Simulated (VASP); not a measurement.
# MgO, vacuum levels of a slab or layer: which settings are enough?

MgO, slab, 6 atoms in the cell. LDA; PAW potentials Mg, O (LDA set). VASP 6.6.1.

Wanted: face levels within 0.04 eV; energy within 2 meV/atom; forces within 0.02 eV/Å.

Crystal: MgO, Fm-3m; Face: (1 1 1); Atomic planes: 6; Dipole correction: yes.

Face levels: vacuum level at each face, counted from the Fermi level.

POSCAR of the starting run:
```
MgO
1.0
    2.9298867630      0.0000000000      0.0000000000
   -1.4649433814      2.5373563669      0.0000000000
    0.0000000000      0.0000000000     20.9806063122
Mg O
3 3
Direct
    0.5000000000      0.2500000000      0.4144837920
    0.1666666666      0.5833333334      0.5285054027
    0.8333333333      0.9166666667      0.6425270134
    0.1666666667      0.5833333333      0.3574729866
    0.8333333333      0.9166666667      0.4714945973
    0.5000000000      0.2500000000      0.5855162080
```

The series start from vacuum (Å): 15; correction: LDIPOL, IDIPOL 3, DIPOL, AMIN 0.01; k spacing (1/Å): 0.3; Cutoff ENCUT (eV): 525; SCF threshold EDIFF (eV): 1e-6; PREC: Accurate; LREAL: .FALSE.; ALGO: Normal. Each series keeps the choices made before it, and each single choice may use up half of a tolerance.

## Vacuum (Å)

| Vacuum (Å) | Face levels, largest deviation (eV) | Energy less reference (meV/atom) | Forces, largest deviation (eV/Å) | SCF iterations | Time (s) |
|---|---|---|---|---|---|
| 6 | 0.447 | 3.8 | 0.039 | 23 | 6.8 |
| 8 | 0.064 | 0.5 | 0.002 | 25 | 7.3 |
| 10 | 0.031 | 0.2 | 0.010 | 24 | 7.6 |
| 12 | 0.001 | 0.1 | 0.001 | 29 | 11 |
| 15 | 0.000 | 0.1 | 0.001 | 30 | 14 |
| 20 | 0.001 | 0.0 | 0.002 | 37 | 19 |
| 25 (reference) | 0.000 | 0.0 | 0.000 | 39 | 25 |

Chosen: 12, the loosest value from which every tighter one stays within half of the tolerance.

## Correction

| Correction | Face levels, largest deviation (eV) | Energy less reference (meV/atom) | Forces, largest deviation (eV/Å) | SCF iterations | Time (s) |
|---|---|---|---|---|---|
| LDIPOL, IDIPOL 3, DIPOL, AMIN 0.01 | 0.000 | 0.0 | 0.000 | 29 | 11 |
| LDIPOL, default AMIN | 0.000 | 0.0 | 0.001 | 30 | 12 |
| LDIPOL, no DIPOL | crashed | crashed | crashed | 139 | 86 |
| IDIPOL 3 alone (energy only) | 2.642 | 10.1 | 0.030 | 25 | 9.0 |
| kernel truncation, coarsened | 0.026 | -0.2 | 0.001 | 27 | 14 |
| kernel truncation, full padding | 0.001 | -0.2 | 0.002 | 30 | 16 |

Chosen: LDIPOL, IDIPOL 3, DIPOL, AMIN 0.01; no other choice that stays within half of the tolerance saves 30 % of the time.

VASP's message at the runs that stop: WARNING: Sub-Space-Matrix is not hermitian in DAV           10.

## k spacing (1/Å)

| k spacing (1/Å) | Face levels, largest deviation (eV) | Energy less reference (meV/atom) | Forces, largest deviation (eV/Å) | SCF iterations | Time (s) |
|---|---|---|---|---|---|
| 0.6 | 0.065 | 6.8 | 0.031 | 27 | 6.8 |
| 0.45 | 0.151 | 2.2 | 0.057 | 25 | 6.6 |
| 0.3 | 0.065 | -1.0 | 0.025 | 29 | 11 |
| 0.22 | 0.157 | 0.2 | 0.060 | 26 | 12 |
| 0.16 (reference) | 0.000 | 0.0 | 0.000 | 26 | 16 |

Chosen: 0.16; the next looser run is off by more than half of the tolerance, so convergence isn't shown beyond this value.

## Cutoff ENCUT (eV)

| Cutoff ENCUT (eV) | Face levels, largest deviation (eV) | Energy less reference (meV/atom) | Forces, largest deviation (eV/Å) | SCF iterations | Time (s) |
|---|---|---|---|---|---|
| 320 | 0.067 | -47.1 | 0.081 | 25 | 8.0 |
| 400 | 0.013 | -6.3 | 0.020 | 26 | 11 |
| 460 | 0.002 | 1.6 | 0.005 | 26 | 12 |
| 525 | 0.004 | 3.3 | 0.006 | 26 | 16 |
| 600 | 0.003 | 1.9 | 0.003 | 26 | 16 |
| 725 (reference) | 0.000 | 0.0 | 0.000 | 26 | 31 |

Chosen: 725; the next looser run is off by more than half of the tolerance, so convergence isn't shown beyond this value.

## SCF threshold EDIFF (eV)

| SCF threshold EDIFF (eV) | Face levels, largest deviation (eV) | Energy less reference (meV/atom) | Forces, largest deviation (eV/Å) | SCF iterations | Time (s) |
|---|---|---|---|---|---|
| 0.001 | 0.209 | 0.0 | 0.089 | 17 | 22 |
| 0.0001 | 0.028 | 0.0 | 0.009 | 20 | 24 |
| 1e-5 | 0.007 | 0.0 | 0.003 | 23 | 26 |
| 1e-6 | 0.001 | 0.0 | 0.001 | 26 | 31 |
| 1e-7 (reference) | 0.000 | 0.0 | 0.000 | 29 | 31 |

Chosen: 1e-5.

## PREC

| PREC | Face levels, largest deviation (eV) | Energy less reference (meV/atom) | Forces, largest deviation (eV/Å) | SCF iterations | Time (s) |
|---|---|---|---|---|---|
| Accurate | 0.000 | 0.0 | 0.000 | 23 | 26 |
| Normal | 0.005 | 0.0 | 0.001 | 23 | 13 |

Chosen: Normal, the fastest of those that stay within half of the tolerance.

## LREAL

| LREAL | Face levels, largest deviation (eV) | Energy less reference (meV/atom) | Forces, largest deviation (eV/Å) | SCF iterations | Time (s) |
|---|---|---|---|---|---|
| .FALSE. | 0.000 | 0.0 | 0.000 | 23 | 13 |
| Auto | 0.000 | 0.3 | 0.019 | 23 | 14 |

Chosen: .FALSE..

## ALGO

| ALGO | Face levels, largest deviation (eV) | Energy less reference (meV/atom) | Forces, largest deviation (eV/Å) | SCF iterations | Time (s) |
|---|---|---|---|---|---|
| Normal | 0.000 | 0.0 | 0.000 | 23 | 13 |
| Fast | 0.000 | 0.0 | 0.003 | 23 | 14 |
| All | 0.018 | 0.0 | 0.036 | 37 | 26 |

Chosen: Normal.

## All choices together

| Input | Face levels, largest deviation (eV) | Energy less reference (meV/atom) | Forces, largest deviation (eV/Å) | Time (s) |
|---|---|---|---|---|
| starting input without the dipole correction (naive) | 2.596 | -6.4 | 0.042 | 12 |
| chosen settings | 0.004 | 0.1 | 0.003 | 13 |
| reference settings throughout | 0.000 | 0.0 | 0.000 | 104 |

The chosen settings stay within the tolerance of the reference run, but the reference itself isn't shown to be converged in: k spacing (1/Å), Cutoff ENCUT (eV).

Values of the reference run: Face levels: 4.709, 10.4 eV.

## The input

INCAR:
```
SYSTEM = MgO
  ALGO = Normal
  AMIN = 0.01
  DIPOL = 0.5 0.5 0.5
  EDIFF = 1E-5
  ENCUT = 725
  GGA = CA
  IDIPOL = 3
  ISMEAR = 0
  KPAR = 4
  LASPH = .True.
  LCHARG = .False.
  LDIPOL = .True.
  LREAL = .False.
  LVACPOTAV = .True.
  LVHAR = .True.
  LWAVE = .False.
  NELM = 150
  PREC = Normal
  SIGMA = 0.1
```

KPOINTS:
```
Automatic mesh
0
Gamma
  16 16 1
  0 0 0
```

POSCAR:
```
MgO
1.0
    2.9298867630      0.0000000000      0.0000000000
   -1.4649433814      2.5373563669      0.0000000000
    0.0000000000      0.0000000000     17.9806063122
Mg O
3 3
Direct
    0.5000000000      0.2500000000      0.4002157179
    0.1666666666      0.5833333334      0.5332614274
    0.8333333333      0.9166666667      0.6663071369
    0.1666666667      0.5833333333      0.3336928631
    0.8333333333      0.9166666667      0.4667385726
    0.5000000000      0.2500000000      0.5997842821
```

Commands:
```
cat potpaw_LDA.64/Mg/POTCAR potpaw_LDA.64/O/POTCAR > POTCAR
mpirun -np 4 vasp_std > vasp.out
```

The chosen input took VASP 6.6.1 13 s on 4 cores (Intel Xeon 6975P-C (Granite Rapids)), a shared host.
